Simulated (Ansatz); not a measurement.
Runs of Ansatz 0.2.0 on Cu. Symmetry: Fm-3m, No. 225, cubic system. The conventional cell has a = 3.615 Å, b = 3.615 Å, c = 3.615 Å, α = 90.00°, β = 90.00°, γ = 90.00°. Cu (site symmetry m-3m) is surrounded by 12 Cu at 2.56 Å. 

```tsv
task	level	potentials or basis	spin	U	cell	k mesh	cutoff (eV)	smearing	start of the occupations	double counting	hubbard projectors	sphere radius (all atoms)	basis error allowed	other keys	gap on the mesh (eV)	pressure (GPa)	moment (μB)
single point	Slater exchange only	all-electron LAPW, relativistic spinors	SOC, no magnetisation	-	as given	10 × 10 × 10	273	fermi-dirac 0.15 eV	-	-	-	-	0.002 eV/atom	scf.occupations.method = fermi_dirac; scf.occupations.width = 0.15	none	(a)	-
single point	PBEsol+D4+U	all-electron LAPW, non-relativistic	off	Cu d U = 6 eV	as given	13 × 13 × 13	317	fermi-dirac 0.025 eV	auto	fll	atomic	-	0.0005 eV/atom	hamiltonian.pseudopotentials.lapw.basis_error = 0.0005	none	-4.1	-
elastic constants	PBEsol-PBE	all-electron LAPW, scalar-relativistic	off	-	as given	17 × 17 × 17	293	gaussian 0.15 eV	-	-	-	-	0.002 eV/atom	-	none	-8.1	-
band structure	RPBE+U	all-electron LAPW, scalar-relativistic	collinear, random start	Cu d U = 3.5 eV	as given	13 × 13 × 13	494	gaussian 0.025 eV	low_spin	fll	ortho-atomic	1.022 Å	0.001 eV/atom	hamiltonian.pseudopotentials.lapw.muffin_tin_radii = 1.022	-	(b)	0.00
band structure	revPBE+U	all-electron LAPW, scalar-relativistic	collinear, random start	Cu d U = 6 eV	as given	13 × 13 × 13	272	tetrahedron	low_spin	amf	atomic	-	0.002 eV/atom	-	-	5.2	0.00
atomic charges	LDA+U	all-electron LAPW, scalar-relativistic	off	Cu d U = 6 eV	cell strained at random at fixed volume	13 × 13 × 13	324	tetrahedron	auto	fll	ortho-atomic	-	0.0005 eV/atom	-	none	-9.5	-
```

Problem. Fill in the values left out.

Solution. (a) -4.3; (b) 8.0.

Caveats: U is the effective U less J, on atomic orbitals that reach past the spheres (some runs); the U is typed as a test and isn't derived for this compound (some runs); U without spin polarisation on a metal has little footing (some runs); the starting moments weren't kept (some runs); with tetrahedron occupations forces and stress needn't match the slope of the energy (some runs); the k mesh is thin for a metal, which can move the energy by tens of meV per atom (some runs); pairwise dispersion overbinds metals, which lowers pressure and volume (some runs).

A gap of «none» marks a metal or a gap under the smearing width.

Runs at the PBE level aren't shown here.
